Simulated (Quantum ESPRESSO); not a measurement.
# PtSe2 (P-3m1) in Quantum ESPRESSO: notebook

Runs on PtSe2. Level: PBEsol+U. Tasks: single point.

All numbers are computed with Quantum ESPRESSO 7.5; they aren't measurements. Logs are shortened: lines on timing, memory, paths and dates and some standing lists are left out, and cuts for length are marked.

### 1 The crystal as given

It takes space group P-3m1 (No. 164, trigonal). Conventional cell: a = 3.724 Å, b = 3.724 Å, c = 5.062 Å, α = 90.00°, β = 90.00°, γ = 120.00°. Pt (site symmetry -3m) has 6 Se at 2.49 Å as nearest neighbours. Around Se (site symmetry 3m) lie 3 Pt at 2.49 Å.

### 2 Single point, PBEsol+U

Contents of pw.in:

```
&CONTROL
  calculation = 'scf'
  prefix = 'pwscf'
  outdir = './tmp'
  pseudo_dir = './pseudo'
  tprnfor = .true.
  tstress = .true.
  disk_io = 'low'
/
&SYSTEM
  ibrav = 0
  nat = 3
  ntyp = 2
  ecutwfc = 86
  nbnd = 37
  occupations = 'smearing'
  smearing = 'gaussian'
  degauss = 0.00367493
/
&ELECTRONS
  conv_thr = 1.2d-07
  electron_maxstep = 120
  mixing_beta = 0.3
  mixing_ndim = 12
/
ATOMIC_SPECIES
Pt   195.0840 Pt.upf
Se    78.9710 Se.upf
CELL_PARAMETERS angstrom
   3.7240002900    0.0000000000    0.0000000000
  -1.8620001500    3.2250788600    0.0000000000
   0.0000000000    0.0000000000    5.0619995800
ATOMIC_POSITIONS crystal
Pt     0.0000000000    0.0000000000    0.0000000000
Se     0.3333333333    0.6666666667    0.2500000000
Se     0.6666666667    0.3333333333    0.7500000000
K_POINTS automatic
3 3 2 0 0 0
HUBBARD {ortho-atomic}
U Pt-5d 7.0
```

Contents of pp_density.in:

```
&INPUTPP
  prefix = 'pwscf'
  outdir = './tmp'
  filplot = 'density.dat'
  plot_num = 0
/
&PLOT
  nfile = 1
  filepp(1) = 'density.dat'
  iflag = 3
  output_format = 6
  fileout = 'density.cube'
/
```

Contents of pp_potential.in:

```
&INPUTPP
  prefix = 'pwscf'
  outdir = './tmp'
  filplot = 'potential.dat'
  plot_num = 11
/
&PLOT
  nfile = 1
  filepp(1) = 'potential.dat'
  iflag = 3
  output_format = 6
  fileout = 'potential.cube'
/
```

Contents of pp_elf.in:

```
&INPUTPP
  prefix = 'pwscf'
  outdir = './tmp'
  filplot = 'elf.dat'
  plot_num = 8
/
&PLOT
  nfile = 1
  filepp(1) = 'elf.dat'
  iflag = 3
  output_format = 6
  fileout = 'elf.cube'
/
```

Potentials or basis: PseudoDojo 0.4.1 SR PBEsol standard.

The run is started by

```console
$ OMP_NUM_THREADS=1 pw.x -in pw.in > pw.out
$ OMP_NUM_THREADS=1 pp.x -in pp_density.in > pp_density.out
$ OMP_NUM_THREADS=1 pp.x -in pp_potential.in > pp_potential.out
$ OMP_NUM_THREADS=1 pp.x -in pp_elf.in > pp_elf.out
```

pw.out:

```text
This program is part of the open-source Quantum ESPRESSO suite
     for quantum simulation of materials; please cite
         "P. Giannozzi et al., J. Phys.:Condens. Matter 21 395502 (2009);
         "P. Giannozzi et al., J. Phys.:Condens. Matter 29 465901 (2017);
         "P. Giannozzi et al., J. Chem. Phys. 152 154105 (2020);
     in publications or presentations arising from this work. More details at

     Message from routine setup:
     using ibrav=0 with symmetry is DISCOURAGED, use correct ibrav instead

     G-vector sticks info
     --------------------
     sticks:   dense  smooth     PW     G-vecs:    dense   smooth      PW
     Sum        1159    1159    349                44151    44151    6835

     Using Slab Decomposition

     bravais-lattice index     =            0
     lattice parameter (alat)  =       7.0373  a.u.
     unit-cell volume          =     410.2690 (a.u.)^3
     number of atoms/cell      =            3
     number of atomic types    =            2
     number of electrons       =        50.00
     number of Kohn-Sham states=           37
     kinetic-energy cutoff     =      86.0000  Ry
     charge density cutoff     =     344.0000  Ry
     scf convergence threshold =      1.2E-07
     mixing beta               =       0.3000
     number of iterations used =           12  plain     mixing
     Exchange-correlation= PBESOL
                           (   1   4  10   8   0   0   0)
     Hubbard projectors: ortho-atomic
     Hubbard parameters of DFT+U (Dudarev formulation) in eV:
     U(Pt-5d) =  7.0000

     Internal variables: lda_plus_u =T, lda_plus_u_kind = 0

     Internal variables: orbital_resolved =F, hub_pot_fix =F, apply_U = F

     celldm(1)=   7.037341  celldm(2)=   0.000000  celldm(3)=   0.000000
     celldm(4)=   0.000000  celldm(5)=   0.000000  celldm(6)=   0.000000

     crystal axes: (cart. coord. in units of alat)
               a(1) = (   1.000000   0.000000   0.000000 )
               a(2) = (  -0.500000   0.866025   0.000000 )
               a(3) = (   0.000000   0.000000   1.359291 )

     reciprocal axes: (cart. coord. in units 2 pi/alat)
               b(1) = (  1.000000  0.577350 -0.000000 )
               b(2) = (  0.000000  1.154701  0.000000 )
               b(3) = (  0.000000 -0.000000  0.735678 )

     PseudoPot. # 1 for Pt read from file:
     Pt.upf
     Pseudo is Norm-conserving + core correction, Zval = 18.0
     Generated using ONCVPSP code by D. R. Hamann
     Using radial grid of 1358 points,  8 beta functions with:
                l(1) =   0
                l(2) =   0
                l(3) =   1
                l(4) =   1
                l(5) =   2
                l(6) =   2
                l(7) =   3
                l(8) =   3

     PseudoPot. # 2 for Se read from file:
     Se.upf
     Pseudo is Norm-conserving + core correction, Zval = 16.0
     Generated using ONCVPSP code by D. R. Hamann
     Using radial grid of 1198 points,  6 beta functions with:
                l(1) =   0
                l(2) =   0
                l(3) =   1
                l(4) =   1
                l(5) =   2
                l(6) =   2

     atomic species   valence    mass     pseudopotential
     Pt               18.00   195.08400     Pt( 1.00)
     Se               16.00    78.97100     Se( 1.00)

     12 Sym. Ops., with inversion, found

   Cartesian axes

     site n.     atom                  positions (alat units)
         1        Pt     tau(   1) = (   0.0000000   0.0000000   0.0000000  )
         2        Se     tau(   2) = (  -0.0000000   0.5773503   0.3398227  )
         3        Se     tau(   3) = (   0.5000000   0.2886751   1.0194681  )

     number of k points=     6  Gaussian smearing, width (Ry)=  0.0037
                       cart. coord. in units 2pi/alat
        k(    1) = (   0.0000000   0.0000000   0.0000000), wk =   0.1111111
        k(    2) = (   0.0000000   0.0000000  -0.3678389), wk =   0.1111111
        k(    3) = (   0.0000000   0.3849002   0.0000000), wk =   0.6666667
        k(    4) = (   0.0000000   0.3849002  -0.3678389), wk =   0.6666667
        k(    5) = (   0.3333333   0.5773503   0.0000000), wk =   0.2222222
        k(    6) = (   0.3333333   0.5773503  -0.3678389), wk =   0.2222222

     Dense  grid:    44151 G-vectors     FFT dimensions: (  45,  45,  60)

     Initial potential from superposition of free atoms

     starting charge      49.9997, renormalised to      50.0000

     STARTING HUBBARD OCCUPATIONS:

     =================== HUBBARD OCCUPATIONS ===================
     ------------------------ ATOM    1 ------------------------
     Tr[ns(  1)] =   9.00000
     eigenvalues:
       0.900  0.900  0.900  0.900  0.900
     eigenvectors (columns):
       1.000  0.000  0.000  0.000  0.000
       0.000  1.000  0.000  0.000  0.000
       0.000  0.000  1.000  0.000  0.000
       0.000  0.000  0.000  1.000  0.000
       0.000  0.000  0.000  0.000  1.000
     occupation matrix ns (before diag.):
       0.900  0.000  0.000  0.000  0.000
       0.000  0.900  0.000  0.000  0.000
       0.000  0.000  0.900  0.000  0.000
       0.000  0.000  0.000  0.900  0.000
       0.000  0.000  0.000  0.000  0.900

     Number of occupied Hubbard levels =    9.0000

     Atomic wfc used for Hubbard projectors are orthogonalized

     Starting wfcs are   28 randomized atomic wfcs +    9 random wfcs

     Self-consistent Calculation

     iteration #  1     ecut=    86.00 Ry     beta= 0.30
     Davidson diagonalization with overlap
     ethr =  1.00E-02,  avg # of iterations =  6.5

     =================== HUBBARD OCCUPATIONS ===================
     ------------------------ ATOM    1 ------------------------
     Tr[ns(  1)] =   8.98401
     eigenvalues:
       0.782  0.782  0.974  0.977  0.977
     eigenvectors (columns):
       0.000 -0.000 -1.000  0.000 -0.000
      -0.375 -0.699  0.000 -0.589 -0.156
       0.699 -0.375  0.000  0.156 -0.589
       0.537 -0.288 -0.000 -0.203  0.767
      -0.288 -0.537 -0.000  0.767  0.203
     occupation matrix ns (before diag.):
       0.974 -0.000  0.000 -0.000 -0.000
      -0.000  0.854 -0.000  0.000 -0.094
       0.000 -0.000  0.854 -0.094 -0.000
      -0.000  0.000 -0.094  0.905  0.000
      -0.000 -0.094 -0.000  0.000  0.905

     Number of occupied Hubbard levels =    8.9840

     Threshold (ethr) on eigenvalues was too large:
     Diagonalizing with lowered threshold

     Davidson diagonalization with overlap
     ethr =  7.24E-05,  avg # of iterations =  6.5

     total energy              =    -745.41649255 Ry
     estimated scf accuracy    <       0.03686693 Ry

     iteration #  2     ecut=    86.00 Ry     beta= 0.30
     Davidson diagonalization with overlap
     ethr =  7.37E-05,  avg # of iterations =  1.5

     total energy              =    -745.41491387 Ry
     estimated scf accuracy    <       0.01816766 Ry

     iteration #  3     ecut=    86.00 Ry     beta= 0.30
     Davidson diagonalization with overlap
     ethr =  3.63E-05,  avg # of iterations =  2.0

     total energy              =    -745.41719613 Ry
     estimated scf accuracy    <       0.00947331 Ry

     iteration #  4     ecut=    86.00 Ry     beta= 0.30
     Davidson diagonalization with overlap
     ethr =  1.89E-05,  avg # of iterations =  1.2

     total energy              =    -745.41692747 Ry
     estimated scf accuracy    <       0.00194381 Ry

     iteration #  5     ecut=    86.00 Ry     beta= 0.30
     Davidson diagonalization with overlap
     ethr =  3.89E-06,  avg # of iterations =  2.0

     total energy              =    -745.41735377 Ry
     estimated scf accuracy    <       0.00054842 Ry

     iteration #  6     ecut=    86.00 Ry     beta= 0.30
     Davidson diagonalization with overlap
     ethr =  1.10E-06,  avg # of iterations =  2.7

     total energy              =    -745.41737484 Ry
     estimated scf accuracy    <       0.00005440 Ry

     iteration #  7     ecut=    86.00 Ry     beta= 0.30
     Davidson diagonalization with overlap
     ethr =  1.09E-07,  avg # of iterations =  1.7

     total energy              =    -745.41738108 Ry
     estimated scf accuracy    <       0.00000080 Ry

     iteration #  8     ecut=    86.00 Ry     beta= 0.30
     Davidson diagonalization with overlap
     ethr =  1.60E-09,  avg # of iterations =  2.8

     total energy              =    -745.41738124 Ry
     estimated scf accuracy    <       0.00000030 Ry

     iteration #  9     ecut=    86.00 Ry     beta= 0.30
     Davidson diagonalization with overlap
     ethr =  6.08E-10,  avg # of iterations =  1.8

     End of self-consistent calculation

     =================== HUBBARD OCCUPATIONS ===================
     ------------------------ ATOM    1 ------------------------
     Tr[ns(  1)] =   8.94865
     eigenvalues:
       0.763  0.763  0.981  0.984  0.984
     eigenvectors (columns):
       0.000 -0.000 -1.000  0.000 -0.000
      -0.381 -0.691  0.000 -0.594 -0.156
       0.691 -0.381  0.000  0.156 -0.594
       0.538 -0.297 -0.000 -0.200  0.763
      -0.297 -0.538 -0.000  0.763  0.200
     occupation matrix ns (before diag.):
       0.981 -0.000  0.000 -0.000 -0.000
      -0.000  0.846 -0.000  0.000 -0.107
       0.000 -0.000  0.846 -0.107 -0.000
      -0.000  0.000 -0.107  0.900  0.000
      -0.000 -0.107 -0.000  0.000  0.900

     Number of occupied Hubbard levels =    8.9486

          k = 0.0000 0.0000 0.0000 (  5555 PWs)   bands (ev):

   -84.9109 -39.1211 -39.1211 -39.0228 -35.2065 -35.2065 -35.2065 -35.2056
   -35.2004 -35.2004 -35.1963 -35.1963 -35.1924 -35.1924  -2.1739   0.6246
     5.1580   5.9341   5.9341   7.4160   7.4160   9.7265  12.5226  12.5226
    13.9005  14.7410  14.7410  17.1347  17.7561  20.9708  20.9708  25.4750
    25.9941  25.9941  26.0089  26.0089  26.2413

          k = 0.0000 0.0000-0.3678 (  5500 PWs)   bands (ev):

   -84.9110 -39.1211 -39.1211 -39.0228 -35.2067 -35.2055 -35.2051 -35.2051
   -35.2015 -35.2015 -35.1963 -35.1963 -35.1928 -35.1928  -1.5985  -0.4988
     5.9796   5.9796   6.2499   7.3697   7.3697  10.5127  11.3184  12.0648
    12.0648  15.6503  15.6503  18.4145  19.9279  20.4843  20.4843  22.4920
    23.1032  23.5086  23.5086  27.5080  28.0640

          k = 0.0000 0.3849 0.0000 (  5512 PWs)   bands (ev):

   -84.9109 -39.1286 -39.1233 -39.0226 -35.2064 -35.2059 -35.2046 -35.2043
   -35.2024 -35.2013 -35.1950 -35.1949 -35.1939 -35.1931  -1.1251  -0.0171
     5.5849   6.3600   6.8678   7.1646   7.7274   9.0015  10.0938  10.8421
    11.2491  14.3840  15.4470  18.3103  20.0621  21.0688  21.5084  22.3956
    24.2307  25.0117  26.1432  27.5413  28.0228

          k = 0.0000 0.3849-0.3678 (  5528 PWs)   bands (ev):

   -84.9109 -39.1286 -39.1233 -39.0226 -35.2068 -35.2061 -35.2046 -35.2033
   -35.2028 -35.2016 -35.1950 -35.1948 -35.1942 -35.1928  -0.7884  -0.3916
     5.2999   6.7534   6.8283   7.1294   7.1779   8.9540  10.4504  11.4500
    12.2337  14.1416  14.3134  17.9335  19.0461  21.7335  23.1570  23.6376
    24.2726  24.8665  25.1653  27.1518  27.6629

          k = 0.3333 0.5774 0.0000 (  5508 PWs)   bands (ev):

   -84.9107 -39.1285 -39.1285 -39.0225 -35.2066 -35.2060 -35.2060 -35.2023
   -35.2023 -35.2005 -35.1953 -35.1948 -35.1948 -35.1925  -0.3483  -0.3483
     6.1248   6.1248   6.5634   7.4801   7.6825   7.6825  10.9393  11.1464
    11.1464  13.2118  13.2118  17.7299  21.2244  22.3381  22.3381  24.1044
    24.9163  24.9163  27.7560  27.7560  29.4080

          k = 0.3333 0.5774-0.3678 (  5502 PWs)   bands (ev):

   -84.9107 -39.1285 -39.1285 -39.0225 -35.2064 -35.2064 -35.2045 -35.2025
   -35.2018 -35.2018 -35.1949 -35.1948 -35.1948 -35.1930  -0.3304  -0.3304
     5.8345   5.8345   7.2513   7.5718   8.2714   8.2714   9.3804   9.9011
     9.9011  15.3952  15.3952  20.2862  20.8255  20.8255  21.0796  23.7112
    23.7112  23.7743  25.1501  26.5850  26.5850

     the Fermi energy is    13.1879 ev

!    total energy              =    -745.41738123 Ry
     estimated scf accuracy    <       0.00000007 Ry
     smearing contrib. (-TS)   =      -0.00036701 Ry
     internal energy E=F+TS    =    -745.41701422 Ry

     The total energy is F=E-TS. E is the sum of the following terms:
     one-electron contribution =    -362.17370325 Ry
     hartree contribution      =     197.73700795 Ry
     xc contribution           =    -143.29230966 Ry
     ewald contribution        =    -437.90016990 Ry
     Hubbard energy            =       0.21216064 Ry

     convergence has been achieved in   9 iterations

     Forces acting on atoms (cartesian axes, Ry/au):

     atom    1 type  1   force =     0.00000000    0.00000000    0.00000000
     atom    2 type  2   force =     0.00000000   -0.00000000    0.01344461
     atom    3 type  2   force =    -0.00000000   -0.00000000   -0.01344461

     Total force =     0.019014     Total SCF correction =     0.000683

     Computing stress (Cartesian axis) and pressure

          total   stress  (Ry/bohr**3)                   (kbar)     P=       23.84
   0.00018552   0.00000000   0.00000000           27.29        0.00        0.00
   0.00000000   0.00018552   0.00000000            0.00       27.29        0.00
   0.00000000  -0.00000000   0.00011508            0.00       -0.00       16.93

=------------------------------------------------------------------------------=
   JOB DONE.
=------------------------------------------------------------------------------=
```

Run time: 20 s. Hardware: 1 thread of Arm Neoverse V2, shared host; peak memory 0.12 GiB.

What came out:

| Property | Result |
| --- | --- |
| Free energy | -10141.9201 eV |
| Pressure | 2.4 GPa |
| Largest force | 0.346 eV/Å |
| Band gap on the k mesh | none (metal or under the smearing width) |

Forces in eV/Å, atoms in the order of the input:
```
Pt   0.000  0.000  0.000
Se   0.000  0.000  0.346
Se   0.000  0.000 -0.346
```

Eigenvalues of the final occupation matrices:
| site | spin | trace | eigenvalues |
| --- | --- | --- | --- |
| Pt 1 5d | each | 4.47 | 0.76 0.76 0.98 0.98 0.98 |

Caveat: the k mesh is coarse (spacing up to 0.65 Å⁻¹), so the values aren't converged; U without spin polarisation on a metal has little footing. The run has no spin-orbit coupling, so splittings on Pt are missing.

### 3 Single point, PBEsol+U

Edit pw.in of step 2 so:

```diff
@@ -6,4 +6,3 @@
   tprnfor = .true.
-  tstress = .true.
-  disk_io = 'low'
+  disk_io = 'nowf'
 /
@@ -18,2 +17,8 @@
   degauss = 0.00367493
+  nosym = .true.
+  starting_ns_eigenvalue(1,1,1) = 0
+  starting_ns_eigenvalue(2,1,1) = 0
+  starting_ns_eigenvalue(3,1,1) = 1
+  starting_ns_eigenvalue(4,1,1) = 1
+  starting_ns_eigenvalue(5,1,1) = 1
 /
@@ -24,2 +29,4 @@
   mixing_ndim = 12
+  diago_david_ndim = 3
+  mixing_fixed_ns = 12
 /
```

Potentials or basis: PseudoDojo 0.4.1 SR PBEsol standard.

The run is started by

```console
$ OMP_NUM_THREADS=1 pw.x -in pw.in > pw.out
```

Wall time 35 s (1 thread of Arm Neoverse V2, shared host); peak memory 0.12 GiB.

The run converged, but runs of this kind are known to go wrong with this program or these potentials, so none of its numbers is taken as a property of the crystal.

Caveat: the k mesh is coarse (spacing up to 0.65 Å⁻¹), so the values aren't converged; spin-orbit coupling is left out, which moves the levels of the heavy elements; an odd mesh through Γ misses points on the zone boundary, where band edges often lie.

[end of part 1 of 2]
